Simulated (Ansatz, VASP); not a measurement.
**Two plane-wave programs on ZrC**

```xyz
2
Lattice="0.0000 2.3207 2.3207 2.3207 0.0000 2.3207 2.3207 2.3207 0.0000" Properties=species:S:1:pos:R:3 pbc="T T T"
Zr    2.3283    2.3283    2.3207
C    -0.0573   -0.0573    0.0000
```

Change from the starting cell: mode 4 frozen in at -0.057 Å and mode 5 at -0.057 Å (largest displacements).

Alike in both runs: task single point; functional LDA; k mesh 16 × 16 × 16; occupations gaussian, width 0.15 eV; no spin polarisation.

|  | VASP | Ansatz |
| --- | --- | --- |
| version | VASP 6.6.1 | Ansatz 0.2.0 |
| potentials or method | VASP PAW LDA potentials, release 64 (Zr_sv, C) | scalar-relativistic, plane waves, PAW |
| plane-wave cutoff (eV) | 520 | 520 |
| valence electrons in the cell | 16 | 16 |

Ansatz gave:

* gap on the k mesh at the Fermi level (eV): none
* pressure (GPa): 0.7
* largest component of the traceless stress (GPa): 0.88
* rms of the force components (eV/Å): 0.399

**Question.** What did VASP give for the same quantities?

**Answer.** gap on the k mesh at the Fermi level (eV): none; pressure (GPa): 1.4; largest component of the traceless stress (GPa): 0.88; rms of the force components (eV/Å): 0.403.

Atom by atom the forces differ by 0.004 eV/Å (rms over components). A gap of «none» marks a metal or a gap that the smearing closes.
